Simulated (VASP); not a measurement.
# W (Im-3m) in VASP: further runs, part 2 of 2

VASP 6.6.1. The steps go on from the part before.

### 3 Relaxation of cell and atoms, LDA

This run uses another cell than the first one, of 15.51 Å³/atom, 0.979 times its volume.

The input, INCAR:

```
SYSTEM = W
  PREC = Accurate
  ENCUT = 520
  EDIFF = 1E-7
  ISMEAR = 0
  SIGMA = 0.1
  LREAL = .FALSE.
  LASPH = .TRUE.
  NELM = 60
  ALGO = Fast
  ISIF = 3
  LWAVE = .FALSE.
  LCHARG = .FALSE.
  GGA = CA
  IBRION = 2
  NSW = 80
  EDIFFG = -0.002
```

The input, KPOINTS:

```
Automatic mesh
0
G
  18 18 18
  0 0 0
```

The input, POSCAR:

```
W                                       
1.0
   -1.5709907236      1.5709907236      1.5709907236
    1.5709907236     -1.5709907236      1.5709907236
    1.5709907236      1.5709907236     -1.5709907236
  W             
     1
Direct
     1.0000000000000000    0.0000000000000000    0.0000000000000000
```

Potentials or basis: VASP PAW LDA potentials, release 64 (W_sv).

The run is started by

```
cat potpaw_LDA.64/W_sv/POTCAR > POTCAR
mpirun -np 1 vasp_std > vasp.out
```

OUTCAR:

```text
SYSTEM = W
   PREC = Accurate
   ENCUT = 520
   EDIFF = 1E-7
   ISMEAR = 0
   LREAL = .FALSE.
   LASPH = .TRUE.
   NELM = 60
   ISIF = 3
   GGA = CA
   IBRION = 2
   NSW = 80
   EDIFFG = -0.002

 ion  position               nearest neighbor table
   1  0.000  0.000  0.000-

  LATTYP: Found a body centered cubic cell.
 ALAT       =     3.1419814472

  Lattice vectors:

 A1 = (  -1.5709907236,   1.5709907236,   1.5709907236)
 A2 = (   1.5709907236,  -1.5709907236,   1.5709907236)
 A3 = (   1.5709907236,   1.5709907236,  -1.5709907236)

Analysis of symmetry for initial positions (statically):
=====================================================================
 Subroutine PRICEL returns:
 Original cell was already a primitive cell.

 Routine SETGRP: Setting up the symmetry group for a
 body centered cubic supercell.

 Subroutine GETGRP returns: Found 48 space group operations
 (whereof 48 operations were pure point group operations)
 out of a pool of 48 trial point group operations.

The static configuration has the point symmetry O_h .

Analysis of symmetry for dynamics (positions and initial velocities):
=====================================================================
 Subroutine PRICEL returns:
 Original cell was already a primitive cell.

 Routine SETGRP: Setting up the symmetry group for a
 body centered cubic supercell.

 Subroutine GETGRP returns: Found 48 space group operations
 (whereof 48 operations were pure point group operations)
 out of a pool of 48 trial point group operations.

The dynamic configuration has the point symmetry O_h .

 Subroutine INISYM returns: Found 48 space group operations
 (whereof 48 operations are pure point group operations),
 and found     1 'primitive' translations

----------------------------------------------------------------------------------------

                                     Primitive cell

  volume of cell :      15.5089

  direct lattice vectors                    reciprocal lattice vectors
    -1.570990724  1.570990724  1.570990724     0.000000000  0.318270498  0.318270498
     1.570990724 -1.570990724  1.570990724     0.318270498  0.000000000  0.318270498
     1.570990724  1.570990724 -1.570990724     0.318270498  0.318270498  0.000000000

  length of vectors
     2.721035751  2.721035751  2.721035751     0.450102455  0.450102455  0.450102455

  position of ions in fractional coordinates (direct lattice)
     0.000000000  0.000000000  0.000000000

  ion indices of the primitive-cell ions
   primitive index   ion index
                 1           1

----------------------------------------------------------------------------------------

 KPOINTS: Automatic mesh

Automatic generation of k-mesh.
 Grid dimensions read from file:
 generate k-points for:   18   18   18

 Generating k-lattice:

  Cartesian coordinates                     Fractional coordinates (reciprocal lattice)
     0.000000000  0.017681694  0.017681694     0.055555556  0.000000000  0.000000000
     0.017681694  0.000000000  0.017681694     0.000000000  0.055555556  0.000000000
     0.017681694  0.017681694  0.000000000     0.000000000  0.000000000  0.055555556

  Length of vectors
     0.025005692  0.025005692  0.025005692

  Shift w.r.t. Gamma in fractional coordinates (k-lattice)
     0.000000000  0.000000000  0.000000000

 Subroutine IBZKPT returns following result:
 ===========================================

 Found    195 irreducible k-points:

 Following reciprocal coordinates:
            Coordinates               Weight
  0.000000  0.000000  0.000000      1.000000
  0.055556  0.000000  0.000000     12.000000
  0.111111  0.000000  0.000000     12.000000
  0.166667  0.000000  0.000000     12.000000
  0.222222  0.000000  0.000000     12.000000
  0.277778  0.000000  0.000000     12.000000
[... 16 lines left out ...]
  0.333333  0.111111  0.000000     48.000000
  0.388889  0.111111 -0.000000     48.000000
 [... further k-points ...]
   k-points           NKPTS =    195   k-points in BZ     NKDIM =    195   number of bands    NBANDS=     11
   number of dos      NEDOS =    301   number of ions     NIONS =      1
   total plane-waves  NPLWV =   8000
   dimension x,y,z NGX =    20 NGY =   20 NGZ =   20
   dimension x,y,z NGXF=    40 NGYF=   40 NGZF=   40
   ions per type =               1
   NGX,Y,Z   is equivalent  to a cutoff of  12.22, 12.22, 12.22 a.u.
   NGXF,Y,Z  is equivalent  to a cutoff of  24.44, 24.44, 24.44 a.u.
 SYSTEM =  W
   PREC   = accura    normal or accurate (medium, high low for compatibility)
   ISTART =      0    job   : 0-new  1-cont  2-samecut
   ICHARG =      2    charge: 1-file 2-atom 10-const
   ISPIN  =      1    spin polarized calculation?
   LNONCOLLINEAR =      F non collinear calculations
   LSORBIT =      F    spin-orbit coupling
   LASPH  =      T    aspherical Exc in radial PAW
   ENCUT  =  520.0 eV  38.22 Ry    6.18 a.u.   5.06  5.06  5.06*2*pi/ulx,y,z
   NELM   =     60;   NELMIN=  2; NELMDL= -5     # of ELM steps
   EDIFF  = 0.1E-06   stopping-criterion for ELM
   LREAL  =      F    real-space projection
   EDIFFG = -.2E-02   stopping-criterion for IOM
   NSW    =     80    number of steps for IOM
   IBRION =      2    ionic relax: 0-MD 1-quasi-New 2-CG
   NFREE  =      1    steps in history (QN), initial steepest desc. (CG)
   ISIF   =      3    stress and relaxation
   ISYM   =      2    0-nonsym 1-usesym 2-fastsym
   POTIM  = 0.5000    time-step for ionic-motion
   TEBEG  =    0.0;   TEEND  =   0.0 temperature during run
   PSTRESS=    0.0 pullay stress
   NELECT =      14.0000    total number of electrons
   NUPDOWN=      -1.0000    fix difference up-down
   EMIN   =  10.00;   EMAX   =-10.00  energy-range for DOS
   EFERMI =   0.00;   METHOD = LEGACY
   ISMEAR =     0;   SIGMA  =   0.10  broadening in eV -4-tet -1-fermi 0-gaus
   EFERMI_NEDOS =   21; number of points for ismear=-14 and -15
   IALGO  =     68    algorithm
   IMIX   =      4    mixing-type and parameters
     AMIX     =   0.40;   BMIX     =  1.00
     AMIX_MAG =   1.60;   BMIX_MAG =  1.00
  volume/ion in A,a.u.               =      15.51       104.66
  Fermi-wavevector in a.u.,A,eV,Ry     =   1.582185  2.989896 34.059586  2.503309
  Thomas-Fermi vector in A             =   2.682147
   LORBIT       =      0    0 simple, 1 ext, 2 COOP (PROOUT), +10 PAW based schemes
   GGA     = CA    functional components
   LHFCALC =     F    Hartree Fock is set to
   AEXX    =    0.0000 exact exchange contribution
   IVDW    =     0    specifies the selected vdW correction
   LEPSILON=     F    determine dielectric tensor
   LRPA    =     F    only Hartree local field effects (RPA)
 conjugate gradient relaxation of ions
 non-spin polarized calculation
 RMM-DIIS sequential band-by-band and
 Gauss-broadening in eV      SIGMA  =   0.10
  energy-cutoff  :      520.00
  volume of cell :       15.51
 maximum number of plane-waves:       430
   NGX = 11   NGY = 11   NGZ = 11

 number of electron      14.0000005 magnetization

 Free energy of the ion-electron system (eV)
  ---------------------------------------------------
  ext. energy  EPLUGINS =         0.00000000
  ---------------------------------------------------
  free energy    TOTEN  =       -14.10129617 eV

  energy without entropy =      -14.09759432  energy(sigma->0) =      -14.09944524

 E-fermi :  11.6258     XC(G=0): -13.9530

 val. band max:       11.6031367570   @ k =  -0.4444   0.4444   0.2778
 cond. band min:      11.6272042777   @ k =  -0.2778   0.3333   0.2222
 fundamental gap:      0.0240675207
 Fermi energy:        11.6258255833

 k-point     1 :       0.0000    0.0000    0.0000
  band No.  band energies     occupation
      1     -62.0831      2.00000
      2     -25.8562      2.00000
      3     -25.8562      2.00000
      4     -25.8562      2.00000
      5       1.9762      2.00000
      6      10.3403      2.00000
      7      10.3403      2.00000
      8      10.3403      2.00000
      9      13.8777      0.00000
     10      13.8777      0.00000
     11      26.2641      0.00000
[... 309 lines left out ...]
 k-point    24 :       0.3889    0.1111   -0.0000
  band No.  band energies     occupation
      1     -61.9305      2.00000
      2     -27.1769      2.00000
      3     -26.3509      2.00000
      4     -25.9275      2.00000
      5       5.6990      2.00000
      6       8.1123      2.00000
      7      11.1767      2.00000
      8      13.6735      0.00000
      9      15.0445      0.00000
     10      18.2710      0.00000
     11      22.9451      0.00000

 [... further k-points ...]

------------------------ aborting loop because EDIFF is reached ----------------------------------------

  FORCE on cell =-STRESS in cart. coord.  units (eV):
  Direction    XX          YY          ZZ          XY          YZ          ZX
  --------------------------------------------------------------------------------------
  -------------------------------------------------------------------------------------
  Total       -0.0003864     -0.0003864     -0.0003864      0.0000000      0.0000000     -0.0000000
  in kB       -0.0399185     -0.0399185     -0.0399185      0.0000000      0.0000000     -0.0000000
  external PRESSURE =      -0.0399185 kB  Pullay stress =       0.0000000 kB

 VOLUME and BASIS-vectors are now :
 -----------------------------------------------------------------------------
  energy-cutoff  :      520.00
  volume of cell :       15.51
      direct lattice vectors                 reciprocal lattice vectors
    -1.570990724  1.570990724  1.570990724     0.000000000  0.318270498  0.318270498
     1.570990724 -1.570990724  1.570990724     0.318270498  0.000000000  0.318270498
     1.570990724  1.570990724 -1.570990724     0.318270498  0.318270498  0.000000000

 POSITION                                       TOTAL-FORCE (eV/Angst)
 -----------------------------------------------------------------------------------
      0.00000      0.00000      0.00000         0.000000      0.000000      0.000000
 -----------------------------------------------------------------------------------
    total drift:                                0.000000     -0.000000      0.000000

  FREE ENERGIE OF THE ION-ELECTRON SYSTEM (eV)
  ---------------------------------------------------
  free  energy   TOTEN  =       -14.1012961694 eV

  energy  without entropy=      -14.0975943194  energy(sigma->0) =      -14.09944524

 reached required accuracy - stopping structural energy minimisation
```

Wall time 11 s (1 thread of Intel Xeon 6975P-C (Granite Rapids), shared host); peak memory 0.14 GiB.

What came out:

| Item | Value |
| --- | --- |
| Free energy | -14.1013 eV |
| Pressure after relaxing | 0.0 GPa |
| Band gap on the k mesh | none (metal or under the smearing width) |

Final structure:
```
W
1.0
    -1.57099    1.57099    1.57099
     1.57099   -1.57099    1.57099
     1.57099    1.57099   -1.57099
W
1
Cartesian
  0.0000 0.0000 0.0000
```

Caveat: the relaxation stopped at its first step, so nothing moved. Spin-orbit coupling is left out, which matters for the levels of W.

### 4 Vibrations by finite differences, LDA

This run uses another cell than the first one, of 15.51 Å³/atom, 0.979 times its volume.

The input, INCAR:

```
PREC = Accurate
ENCUT = 520
EDIFF = 1E-8
ISMEAR = 0
SIGMA = 0.1
LREAL = F
LASPH = T
NELM = 60
ALGO = Fast
ISIF = 3
LWAVE = F
LCHARG = F
GGA = CA
IBRION = 6
NFREE = 2
POTIM = 0.015
NSW = 1
```

The input, KPOINTS:

```
Automatic mesh
0
Gamma
  18 18 18
```

Edit POSCAR of step 3 so:

```diff
@@ -8,2 +8,2 @@
 Direct
-     1.0000000000000000    0.0000000000000000    0.0000000000000000
+     0.0000000000000000    0.0000000000000000    0.0000000000000000
```

The run is started by

```
cat potpaw_LDA.64/W_sv/POTCAR > POTCAR
mpirun -np 1 vasp_std > vasp.out
```

Run time: 9.4 min. Hardware: 1 thread of Intel Xeon 6975P-C (Granite Rapids), shared host; peak memory 0.56 GiB.

Results (log left out):

```
Elastic constants C11, C12, C44 : 533, 238, 140 GPa
Voigt bulk modulus              : 336 GPa
```

Elastic tensor in Voigt notation (GPa, in the Cartesian axes of the cell as first typed):
```
533 238 238   0   0   0
238 533 238   0   0   0
238 238 533   0   0   0
  0   0   0 140   0   0
  0   0   0   0 140   0
  0   0   0   0   0 140
```

Clamped-ion elastic tensor (GPa):
```
533 238 238   0   0   0
238 533 238   0   0   0
238 238 533   0   0   0
  0   0   0 140   0   0
  0   0   0   0 140   0
  0   0   0   0   0 140
```

Caveat: elastic constants of metals need much finer meshes, so these are rough.
